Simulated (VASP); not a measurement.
Write the native input for VASP 6.6.1 that does the following.

```yaml
Task: relaxation of cell and atoms
Functional: PBEsol
Potentials_or_basis: VASP PAW PBE potentials, release 64 (Pt, S)
Cutoff: 300 eV
k_mesh: 9 × 9 × 6
Occupations: gaussian, width 0.02 eV
Spin: no spin polarisation
Further_INCAR_settings: ALGO = Normal; EDIFF = 1e-07; IBRION = 2; EDIFFG = -0.005; NSW = 90; ISIF = 3
```

The structure of PtS2 lies in POSCAR:

```
PtS2
1.0
    3.5487421900      0.0000000000      0.0000000000
   -1.7743710900      3.0733008900      0.0000000000
    0.0000000000      0.0000000000      5.5970665400
Pt S
1 2
Direct
    0.0000000000      0.0000000000      0.0000000000
    0.6666666700      0.3333333300      0.7796640600
    0.3333333300      0.6666666700      0.2203359400
```

The cell is a database's computed one.

These files were run (other wordings do the same):

INCAR

```
  PREC = Accurate
  ENCUT = 300
  EDIFF = 1E-7
  ISMEAR = 0
  SIGMA = 0.02
  LREAL = False
  LASPH = True
  NELM = 100
  ALGO = Normal
  ISIF = 3
  LWAVE = False
  LCHARG = False
  GGA = PS
  IBRION = 2
  NSW = 90
  EDIFFG = -0.005
```

KPOINTS

```
regular mesh
0
Gamma
  9 9 6
```

Potentials or basis: VASP PAW PBE potentials, release 64 (Pt, S).

Command:

```sh
$ cat potpaw_PBE.64/Pt/POTCAR potpaw_PBE.64/S/POTCAR > POTCAR
$ mpirun -np 1 vasp_std > vasp.out
```

It gave:

The relaxed volume is 17.48 Å³/atom and the relaxed cell is a = 3.564 Å, b = 3.564 Å, c = 4.765 Å, α = 90.00°, β = 90.00°, γ = 120.00°. The space group after relaxing (to 0.05 Å) is P-3m1 (No. 164). The energy gained by relaxing is 15.5 meV/atom and the ionic steps are 21. The pressure after relaxing is 0.0 GPa and the largest force after relaxing is 0.003 eV/Å. The band gap on the k mesh is 0.30 eV, indirect (least direct gap 0.99 eV).

Caveat: the cutoff is under 1.25 times the usual one of these potentials, so pressure, stress and relaxed cells hold a basis-set (Pulay) error; the PAW data sets were made with another functional, which shifts forces and pressure a little; spin-orbit coupling is left out, which moves the levels of the heavy elements; an odd mesh through Γ misses points on the zone boundary, where band edges often lie; this functional lacks dispersion, which binds the layers, so the pressure and a relaxed spacing across them are unreliable.

Run time: 2.8 min on 1 thread of Intel(R) Xeon(R) Platinum 8488C (Sapphire Rapids), on a shared host, peak memory 0.16 GiB.
